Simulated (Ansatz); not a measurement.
**Ni3Al and the effect of the dispersion correction**

The cell as given:

```
CELL_PARAMETERS angstrom
3.52305 0.00000 0.00000
0.00000 3.52305 0.00000
0.00000 0.00000 3.52305
ATOMIC_POSITIONS crystal
Ni 0.50000 0.50000 0.00000
Ni 0.50000 0.00000 0.50000
Ni 0.00000 0.50000 0.50000
Al 0.00000 0.00000 0.00000
```

The cell is a database's computed one, not the measured one.

Kept alike: task relaxation of cell and atoms; functional PBE; k mesh 8 × 8 × 8; occupations fermi-dirac, width 0.05 eV; collinear spin, ferromagnetic start. Program: Ansatz, Ansatz PAW, cutoff 420 eV. The mesh is that of the run's cell of 4 atoms. No spin-orbit coupling.

```csv
dispersion correction,volume (Å³/atom)
D3(BJ),10.943
D3(BJ)-ATM,11.023
D4,10.986
none,11.346
```

The relaxations keep at least the cell's symmetry (Pm-3m). For a metal such a mesh leaves the last digits unconverged. Relaxations stop with a little pressure left, so the last digits of a volume or edge aren't settled. The runs hold the magnetic state that their start led to, which needn't be the lowest.

Q: What does the dispersion correction change here?

A: The volume runs from 10.943 (D3(BJ)) to 11.346 Å³/atom (none). Against no correction: D3(BJ) -3.6 %; D3(BJ)-ATM -2.8 %; D4 -3.2 %. Dispersion terms mostly attract and so lower the volume; the schemes' coefficients and damping set how far.
